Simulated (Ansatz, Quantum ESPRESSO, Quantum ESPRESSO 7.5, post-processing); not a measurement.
# blue phosphorene, layer by layer

What does each added layer of blue phosphorene bring in screening, and what does it do to the gap?

Main program and level: Quantum ESPRESSO 7.5; plane-wave DFT, PBE, PseudoDojo norm-conserving pseudopotentials (geometry by Ansatz 0.2.0 with PAW datasets; geometry under PBE and PBE-D3(BJ)).

Most raw output is cut from this account.

## Step 1: The structure

The cell holds 2 atoms: 2 P. Cell: a = 3.280 Å, b = 3.280 Å, c = 18.240 Å, α = 90.0°, β = 90.0°, γ = 120.0°. It derives from P. Vacuum lies along c.

## Step 2: Geometry from Ansatz, 1 layer

A relaxation in Ansatz fixes the structure of this slab for the runs on it.

input.yaml reads:

```yaml
crystal:
  lattice:
    - [3.28, 0.0, 0.0]
    - [-1.64, 2.8405633244, 0.0]
    - [0.0, 0.0, 18.24]
  atoms:
    - { symbol: P, position: [0.6666666667, 0.3333333333, 0.4660087719] }
    - { symbol: P, position: [0.3333333333, 0.6666666667, 0.5339912281] }
kpoints:
  mp_grid: { grid: [12, 12, 1] }
hamiltonian:
  xc: pbe
scf:
  occupations: { method: fermi_dirac, width: 0.05 }
  convergence: { dr2_threshold: 1.0e-08 }
efield:
  axis: 3
  dipole_correction: true
  ramp_position: 0.97
  ramp_width: 0.04
relax:
  f_tol: 0.01
  cell: { fix: [c, alpha, beta] }
output:
  write_potential: true
  write_density: true
  volumetric_format: npy
```

Command:

```
ansatz run input.yaml --threads 2 --pin off --max-ram 4096MiB --backend cpu --events-out ev --progress --plain --runs-dir out
```

It took 7.7 s on 2 threads of Arm Neoverse N1, shared host; peak memory 0.39 GiB.

Little changed from the start: no atom moved by 0.005 Å and no cell edge by 0.1 %.

Read from the output:

| Item | Value |
| --- | --- |
| free energy | -1511.3235 eV |
| Fermi energy | -2.402 eV |
| gap by band count | 1.931 eV |
| symmetry operations | 6 |
| dipole along the normal | 3.79e-5 e·Å |
| vacuum level at the upper face over a Fermi level inside the gap | 5.191 eV |
| vacuum level at the lower face over a Fermi level inside the gap | 5.192 eV |

## Step 3: Ground state, 1 layer: no field

The zero-field run is the reference. tefield and dipfield are on already, so that all runs share k-points and boundary.

Level of this step: plane-wave DFT, PBE, PseudoDojo norm-conserving pseudopotentials (Quantum ESPRESSO 7.5).

n1.f0.in reads:

```
&control
  prefix = 'n1.f0'
  outdir = './out'
  pseudo_dir = './pseudo'
  calculation = 'scf'
  tprnfor = .true.
  tefield = .true.
  dipfield = .true.
/
&system
  ibrav = 0
  nat = 2
  ntyp = 1
  ecutwfc = 36
  ecutrho = 144
  occupations = 'smearing'
  smearing = 'fd'
  degauss = 0.004
  edir = 3
  emaxpos = 0.97
  eopreg = 0.04
  eamp = 0.0
  nbnd = 9
/
&electrons
  conv_thr = 1e-09
  mixing_beta = 0.4
  electron_maxstep = 120
  mixing_mode = 'plain'
/
ATOMIC_SPECIES
  P   30.9738  P.dojo-sr-pbe-0.4.1-standard.upf
CELL_PARAMETERS angstrom
  3.27955982395267 0.00000000000000 -0.00000000000000
  -1.63977991197633 2.84018212077383 0.00000000000000
  -0.00000000000000 0.00000000000000 18.24000000000000
ATOMIC_POSITIONS crystal
  P   0.666666666667 0.333333333333 0.465956067227
  P   0.333333333333 0.666666666667 0.534043932773
K_POINTS automatic
  12 12 1 0 0 0
```

Command:

```
OMP_NUM_THREADS=1 mpirun -n 2 pw.x -nk 2 -in n1.f0.in > n1.f0.out
```

It took 36 s on 2 MPI ranks; peak memory 0.17 GiB; 71 s of CPU time.

Read from the output:

* free energy: -376.8351 eV
* Fermi energy: -2.397 eV
* dipole along the normal: 0 e·Å
* valence top, on the run's zero: -3.381 eV
* conduction bottom, on the run's zero: -1.446 eV
* gap by band count: 1.935 eV

The run needed 9 iterations to bring the estimated error under 1e-09 Ry; the largest force on any atom, held or free, is 0.01 eV/Å.

## Step 4: Electrostatic potential, 1 layer

plot_num = 11 writes the bare and Hartree potential. It leaves out exchange and correlation, which fade slowly, so it flattens close to the surface.

n1.f0.pot.in reads:

```
&inputpp
  prefix = 'n1.f0'
  outdir = './out'
  filplot = 'n1.f0.pot.dat'
  plot_num = 11
/
```

Command:

```
OMP_NUM_THREADS=1 mpirun -n 2 pp.x -in n1.f0.pot.in > n1.f0.pot.out
```

Elapsed: 0.76 s, on 2 MPI ranks; peak memory 0.09 GiB.

Read from the output:

- slope of the potential above: 4.29e-5 eV/Å
- upper vacuum line continued to the top atoms, over the valence top: 6.166 eV
- slope of the potential below: -3.45e-5 eV/Å
- lower vacuum line continued to the bottom atoms, over the valence top: 6.166 eV
- vacuum level at the upper face over the valence top of the mesh: 6.166 eV
- vacuum level at the lower face over the valence top of the mesh: 6.166 eV

Electrostatic potential energy of an electron, with the sawtooth; zero at the highest filled level of the SCF mesh. Table of potential energy, planar mean by z:

```tsv
z (Å)	potential energy, planar mean (eV)
0.0	6.17
0.5	6.17
1.0	6.17
1.5	6.17
2.0	6.17
2.5	6.17
3.0	6.17
3.5	6.17
4.0	6.17
4.5	6.17
5.0	6.16
5.5	6.16
6.0	6.13
6.5	6.00
7.0	5.49
7.5	3.35
8.0	-4.14
8.5	-12.4
9.0	-8.79
9.5	-11.3
10.0	-9.41
10.5	0.742
11.0	4.81
11.5	5.84
12.0	6.09
12.5	6.15
13.0	6.16
13.5	6.17
14.0	6.17
14.5	6.17
15.0	6.17
15.5	6.17
16.0	6.17
16.5	6.17
17.0	6.17
17.5	6.17
18.0	6.17
```

## Step 5: Ground state, 1 layer: field 0.1 V/Å

eamp is the field in Hartree atomic units (1 a.u. = 51.42 V/Å). With dipfield on, it is the field in the vacuum beside an isolated sheet. The run starts from the density of the one before.

n1.f1.in is the input of step 3 with these lines changed:

```diff
@@ -1,3 +1,3 @@
 &control
-  prefix = 'n1.f0'
+  prefix = 'n1.f1'
   outdir = './out'
@@ -21,3 +21,3 @@
   eopreg = 0.04
-  eamp = 0.0
+  eamp = 0.00194469
   nbnd = 9
@@ -29,2 +29,3 @@
   mixing_mode = 'plain'
+  startingpot = 'file'
 /
```

Command:

```
cp -r out/n1.f0.save out/n1.f1.save
OMP_NUM_THREADS=1 mpirun -n 2 pw.x -nk 2 -in n1.f1.in > n1.f1.out
```

Elapsed: 32 s, on 2 MPI ranks; peak memory 0.17 GiB; 63 s of CPU time.

Read from the output:

```
free energy                          : -376.8361 eV
Fermi energy                         : -2.384 eV
dipole along the normal              : 0.01928 e·Å
valence top, on the run's zero       : -3.367 eV
conduction bottom, on the run's zero : -1.432 eV
```

## Step 6: Electrostatic potential, 1 layer

n1.f1.pot.in reads:

```
&inputpp
  prefix = 'n1.f1'
  outdir = './out'
  filplot = 'n1.f1.pot.dat'
  plot_num = 11
/
```

Command:

```
OMP_NUM_THREADS=1 mpirun -n 2 pp.x -in n1.f1.pot.in > n1.f1.pot.out
```

It took 0.75 s on 2 MPI ranks; peak memory 0.1 GiB.

Numbers from this step:

- slope of the potential above: 0.1000 eV/Å
- upper vacuum line continued to the top atoms, over the valence top: 6.042 eV
- slope of the potential below: 0.09996 eV/Å
- lower vacuum line continued to the bottom atoms, over the valence top: 6.292 eV

The slope in the vacuum is 0.100 eV/Å for an applied 0.10 V/Å, as it should be.

## Step 7: Band structure, 1 layer: no field

The density is frozen and the levels are solved along a path.

n1.f0.bands.in is the input of step 5 with these lines changed:

```diff
@@ -1,7 +1,6 @@
 &control
-  prefix = 'n1.f1'
+  prefix = 'n1.f0.bands'
   outdir = './out'
   pseudo_dir = './pseudo'
-  calculation = 'scf'
-  tprnfor = .true.
+  calculation = 'bands'
   tefield = .true.
@@ -21,3 +20,3 @@
   eopreg = 0.04
-  eamp = 0.00194469
+  eamp = 0.0
   nbnd = 9
@@ -25,7 +24,6 @@
 &electrons
-  conv_thr = 1e-09
+  conv_thr = 1e-07
   mixing_beta = 0.4
   electron_maxstep = 120
-  mixing_mode = 'plain'
-  startingpot = 'file'
+  mixing_mode = 'local-TF'
 /
@@ -40,3 +38,7 @@
   P   0.333333333333 0.666666666667 0.534043932773
-K_POINTS automatic
-  12 12 1 0 0 0
+K_POINTS crystal_b
+4
+  0.0000000000 0.0000000000 0.0000000000 12
+  0.5000000000 0.0000000000 0.0000000000 12
+  0.3333333333 0.3333333333 0.0000000000 12
+  0.0000000000 0.0000000000 0.0000000000 1
```

Command:

```
cp -r out/n1.f0.save out/n1.f0.bands.save
cp out/n1.f0.xml out/n1.f0.bands.xml
OMP_NUM_THREADS=1 mpirun -n 2 pw.x -nk 2 -in n1.f0.bands.in > n1.f0.bands.out
```

It took 14 s on 2 MPI ranks; peak memory 0.11 GiB; 28 s of CPU time.

This step gave:

| Quantity | Value |
| --- | --- |
| dipole along the normal | 0 e·Å |
| valence top, on the run's zero | -3.381 eV |
| conduction bottom, on the run's zero | -1.446 eV |

Band numbers count within the set of bands kept for display. Electronic bands along the path, in eV, zero at the highest filled level of the SCF mesh; v1 is the highest filled band, c1 the lowest empty one:

```tsv
point	v4	v3	v2	v1	c1	c2	c3	c4
Γ	-6.40	-0.40	-0.12	-0.12	3.76	3.90	3.90	5.38
halfway	-6.16	-3.88	-1.46	-0.04	2.25	5.02	5.30	6.48
M	-8.96	-3.13	-2.27	-1.35	2.01	3.55	5.34	6.44
halfway	-8.96	-4.23	-2.50	-1.30	3.00	4.28	4.98	6.86
K	-9.63	-5.34	-1.72	-1.72	2.18	5.54	5.54	8.29
halfway	-6.31	-3.85	-2.73	0.00	3.50	4.25	5.88	6.52
Γ	-6.40	-0.40	-0.12	-0.12	3.76	3.90	3.90	5.38
```

Along this path the valence top lies between K and Γ and the conduction bottom between Γ and M.

## Step 8: Polarisability from the dipole between 0 and 0.1 V/A, 1 layer

Read from the output:

| Item | Value |
| --- | --- |
| change of slope in the vacuum | 0.09999 eV/Å |
| polarisability a cell | 2.776 Å³ |
| sheet polarisability 4πα/A | 3.746 Å |

Change of the potential energy, second field less first against z:

```tsv
z (Å)	change of the potential energy, second field less first (eV)
0	-0.361
1	-0.624
2	-0.524
3	-0.424
4	-0.324
5	-0.224
6	-0.127
7	-0.0432
8	-0.00533
9	3.9e-4
10	0.00290
11	0.0297
12	0.106
13	0.202
14	0.302
15	0.402
16	0.502
17	0.602
18	0.0914
```

## Step 9: Relaxation with Ansatz, 2 layers

Level of this step: plane-wave DFT, PBE-D3(BJ), Ansatz PAW (Ansatz 0.2.0).

System of this step: blue phosphorene, 2 layers, AA' stacking. The cell holds 4 atoms: 4 P. Cell: a = 3.280 Å, b = 3.280 Å, c = 22.780 Å, α = 90.0°, β = 90.0°, γ = 120.0°. It derives from P. Vacuum lies along c.

input.yaml, the sections that differ from step 2:

```yaml
crystal:
  lattice:
    - [3.28, 0.0, 0.0]
    - [-1.64, 2.8405633244, 0.0]
    - [0.0, 0.0, 22.78]
  atoms:
    - { symbol: P, position: [0.6666666667, 0.3333333333, 0.3731343284] }
    - { symbol: P, position: [0.3333333333, 0.6666666667, 0.4275680421] }
    - { symbol: P, position: [0.3333333333, 0.6666666667, 0.5724319579] }
    - { symbol: P, position: [0.6666666667, 0.3333333333, 0.6268656716] }
hamiltonian:
  xc: pbe
  dispersion: d3bj
# kpoints, scf, efield, relax, output: as in step 2
```

Command:

```
ansatz run input.yaml --threads 2 --pin off --max-ram 4096MiB --backend cpu --events-out ev --progress --plain --runs-dir out
```

The job ended after 34 s (2 threads; peak memory 0.39 GiB; 68 s of CPU time).

Relaxation path:

```tsv
step	energy less that of the first step (eV)	largest force component (eV/Å)	pressure (GPa)	volume (Å³)
1	0.0000	0.3213	-0.06	212.24
2	-0.0875	0.0737	-0.12	209.99
3	-0.0938	0.1201	0.07	207.45
4	-0.0953	0.1219	0.28	207.32
5	-0.0969	0.0405	0.12	207.89
6	-0.0975	0.0033	0.01	208.37
7	-0.0976	0.0029	0.00	208.40
8*	-0.0974	0.0029	-0.01	208.40
```

Relaxation steps marked * repeat the geometry before them on a plane-wave basis chosen anew for their cell, so energy and pressure can jump there.

Forces are held to the 6 operations that the run works with; a distortion that breaks them can't arise in this run.

```tsv
cell as run	before	after	change
a (Å)	3.280	3.250	-0.9 %
b (Å)	3.280	3.250	-0.9 %
```

The atoms that moved most (Å, along periodic axes as changes of fractional coordinates times the final cell, across vacuum about the mean position):

```tsv
atom	dx	dy	dz	length
P1	0.000	0.000	-0.316	0.316
P4	0.000	0.000	0.316	0.316
P3	0.000	0.000	0.310	0.310
P2	0.000	0.000	-0.310	0.310
```

The relaxed structure:

```cif
data_structure
_symmetry_space_group_name_H-M 'P 1'
_symmetry_Int_Tables_number 1
_cell_length_a 3.2502
_cell_length_b 3.2502
_cell_length_c 22.7800
_cell_angle_alpha 90.000
_cell_angle_beta 90.000
_cell_angle_gamma 120.000
_cell_volume 208.40
loop_
_atom_site_label
_atom_site_type_symbol
_atom_site_fract_x
_atom_site_fract_y
_atom_site_fract_z
_atom_site_occupancy
P1 P 0.66667 0.33333 0.35926 1
P2 P 0.33333 0.66667 0.41398 1
P3 P 0.33333 0.66667 0.58602 1
P4 P 0.66667 0.33333 0.64074 1
```

Read from the output:

```
free energy                                                      : -3023.6014 eV
Fermi energy                                                     : -0.5458 eV
gap by band count                                                : 1.523 eV
dipole along the normal                                          : -4.71e-5 e·Å
vacuum level at the upper face over a Fermi level inside the gap : 5.094 eV
vacuum level at the lower face over a Fermi level inside the gap : 5.093 eV
```

## Step 10: SCF with pw.x, 2 layers: no field

Level of this step: plane-wave DFT, PBE, PseudoDojo norm-conserving pseudopotentials (Quantum ESPRESSO 7.5).

n2.f0.in reads:

```
&control
  prefix = 'n2.f0'
  outdir = './out'
  pseudo_dir = './pseudo'
  calculation = 'scf'
  tprnfor = .true.
  tefield = .true.
  dipfield = .true.
/
&system
  ibrav = 0
  nat = 4
  ntyp = 1
  ecutwfc = 36
  ecutrho = 144
  occupations = 'smearing'
  smearing = 'fd'
  degauss = 0.004
  edir = 3
  emaxpos = 0.97
  eopreg = 0.04
  eamp = 0.0
  nbnd = 14
/
&electrons
  conv_thr = 1e-09
  mixing_beta = 0.4
  electron_maxstep = 120
  mixing_mode = 'plain'
/
ATOMIC_SPECIES
  P   30.9738  P.dojo-sr-pbe-0.4.1-standard.upf
CELL_PARAMETERS angstrom
  3.25018040598248 -0.00000000000000 0.00000000000000
  -1.62509020299124 2.81473879846324 -0.00000000000000
  0.00000000000000 -0.00000000000000 22.78000000000000
ATOMIC_POSITIONS crystal
  P   0.666666666667 0.333333333333 0.359262689481
  P   0.333333333333 0.666666666667 0.413981101295
  P   0.333333333333 0.666666666667 0.586018900481
  P   0.666666666667 0.333333333333 0.640737308743
K_POINTS automatic
  12 12 1 0 0 0
```

Command:

```
OMP_NUM_THREADS=1 mpirun -n 2 pw.x -nk 2 -in n2.f0.in > n2.f0.out
```

It took 1.7 min on 2 MPI ranks; peak memory 0.23 GiB.

Read from the output:

| Item | Value |
| --- | --- |
| free energy | -753.6319 eV |
| Fermi energy | -0.5447 eV |
| dipole along the normal | -2.08e-5 e·Å |
| valence top, on the run's zero | -1.341 eV |
| conduction bottom, on the run's zero | 0.1851 eV |
| gap by band count | 1.526 eV |

## Step 11: Potential by pp.x, 2 layers

n2.f0.pot.in reads:

```
&inputpp
  prefix = 'n2.f0'
  outdir = './out'
  filplot = 'n2.f0.pot.dat'
  plot_num = 11
/
```

Command:

```
OMP_NUM_THREADS=1 mpirun -n 2 pp.x -in n2.f0.pot.in > n2.f0.pot.out
```

It took 0.8 s on 2 MPI ranks; peak memory 0.1 GiB.

This step gave:

```
slope of the potential above                                          : 7.02e-5 eV/Å
upper vacuum line continued to the top atoms, over the valence top    : 5.880 eV
slope of the potential below                                          : -4.99e-5 eV/Å
lower vacuum line continued to the bottom atoms, over the valence top : 5.880 eV
vacuum level at the upper face over the valence top of the mesh       : 5.880 eV
vacuum level at the lower face over the valence top of the mesh       : 5.880 eV
```

## Step 12: Ground state, 2 layers: field 0.1 V/Å

n2.f1.in is the input of step 10 with these lines changed:

```diff
@@ -1,3 +1,3 @@
 &control
-  prefix = 'n2.f0'
+  prefix = 'n2.f1'
   outdir = './out'
@@ -21,3 +21,3 @@
   eopreg = 0.04
-  eamp = 0.0
+  eamp = 0.00194469
   nbnd = 14
@@ -29,2 +29,3 @@
   mixing_mode = 'plain'
+  startingpot = 'file'
 /
```

Command:

```
cp -r out/n2.f0.save out/n2.f1.save
OMP_NUM_THREADS=1 mpirun -n 2 pw.x -nk 2 -in n2.f1.in > n2.f1.out
```

The job ended after 95 s (2 MPI ranks; peak memory 0.23 GiB).

This step gave:

```
free energy                          : -753.6338 eV
Fermi energy                         : -0.5348 eV
dipole along the normal              : 0.03825 e·Å
valence top, on the run's zero       : -1.320 eV
conduction bottom, on the run's zero : 0.1845 eV
gap by band count                    : 1.505 eV
```

## Step 13: Electrostatic potential, 2 layers

n2.f1.pot.in reads:

```
&inputpp
  prefix = 'n2.f1'
  outdir = './out'
  filplot = 'n2.f1.pot.dat'
  plot_num = 11
/
```

Command:

```
OMP_NUM_THREADS=1 mpirun -n 2 pp.x -in n2.f1.pot.in > n2.f1.pot.out
```

Run time: 0.8 s. Hardware: 2 MPI ranks; peak memory 0.1 GiB; 1.5 s of CPU time.

Numbers from this step:

| Item | Value |
| --- | --- |
| slope of the potential above | 0.1001 eV/Å |
| upper vacuum line continued to the top atoms, over the valence top | 5.817 eV |
| slope of the potential below | 0.09994 eV/Å |
| lower vacuum line continued to the bottom atoms, over the valence top | 5.932 eV |

The slope in the vacuum is 0.100 eV/Å for an applied 0.10 V/Å, as it should be.

## Step 14: Bands along a path, 2 layers: no field

n2.f0.bands.in is the input of step 12 with these lines changed:

```diff
@@ -1,7 +1,6 @@
 &control
-  prefix = 'n2.f1'
+  prefix = 'n2.f0.bands'
   outdir = './out'
   pseudo_dir = './pseudo'
-  calculation = 'scf'
-  tprnfor = .true.
+  calculation = 'bands'
   tefield = .true.
@@ -21,3 +20,3 @@
   eopreg = 0.04
-  eamp = 0.00194469
+  eamp = 0.0
   nbnd = 14
@@ -25,7 +24,6 @@
 &electrons
-  conv_thr = 1e-09
+  conv_thr = 1e-07
   mixing_beta = 0.4
   electron_maxstep = 120
-  mixing_mode = 'plain'
-  startingpot = 'file'
+  mixing_mode = 'local-TF'
 /
@@ -42,3 +40,7 @@
   P   0.666666666667 0.333333333333 0.640737308743
-K_POINTS automatic
-  12 12 1 0 0 0
+K_POINTS crystal_b
+4
+  0.0000000000 0.0000000000 0.0000000000 12
+  0.5000000000 0.0000000000 0.0000000000 12
+  0.3333333333 0.3333333333 0.0000000000 12
+  0.0000000000 0.0000000000 0.0000000000 1
```

Command:

```
cp -r out/n2.f0.save out/n2.f0.bands.save
cp out/n2.f0.xml out/n2.f0.bands.xml
OMP_NUM_THREADS=1 mpirun -n 2 pw.x -nk 2 -in n2.f0.bands.in > n2.f0.bands.out
```

The job ended after 36 s (2 MPI ranks; peak memory 0.12 GiB).

Read from the output:

* dipole along the normal: -2.08e-5 e·Å
* conduction bottom, on the run's zero: 0.1822 eV
* gap by band count: 1.503 eV

Band numbers count within the set of bands kept for display. The electronic bands at the labelled points (eV, zero at the highest filled level of the SCF mesh; v1 is the highest filled band, c1 the lowest empty one):

```tsv
point	v4	v3	v2	v1	c1	c2	c3	c4
Γ	-0.31	-0.30	-0.30	-0.29	3.70	3.70	3.71	3.73
halfway	-1.70	-1.68	-0.72	-0.01	1.94	2.11	4.63	4.95
M	-2.53	-2.52	-1.86	-1.54	1.70	1.81	2.86	3.57
halfway	-2.97	-2.72	-1.78	-1.47	2.46	2.85	3.96	4.19
K	-2.30	-2.08	-2.01	-1.82	1.66	1.96	4.85	4.93
halfway	-3.03	-3.01	-0.64	0.00	3.08	3.45	3.95	4.11
Γ	-0.31	-0.30	-0.30	-0.29	3.70	3.70	3.71	3.73
```

Along this path the valence top lies between K and Γ and the conduction bottom between Γ and M.

## Step 15: Polarisability from the dipole between 0 and 0.1 V/A, 2 layers

This step gave:

* polarisability a cell: 5.511 Å³
* sheet polarisability 4πα/A: 7.570 Å

The change of the potential energy, second field less first by z:

```tsv
z (Å)	change of the potential energy, second field less first (eV)
0	-0.380
1	-0.660
2	-0.560
3	-0.460
4	-0.360
5	-0.261
6	-0.166
7	-0.0936
8	-0.0707
9	-0.0692
10	-0.0634
11	-0.0254
12	0.0378
13	0.0652
14	0.0681
15	0.0719
16	0.105
17	0.186
18	0.283
19	0.383
20	0.483
21	0.583
22	0.683
```

[end of part 1 of 2]

[Logs are printed without paths, hosts, clocks, repeated set-up lines and the standing remarks that a program may print on its own settings, such as how far it seeks lower states.]

[Hosts, paths, dates, database ids (printed as entryN), source tags and the programs' standing remarks are cut or masked in the printed files.]

[Maps of the electrostatic potential energy from Ansatz leave out the sawtooth potential of an applied field or a dipole correction, so their vacuum need not be flat; planar profiles and work functions include it.]
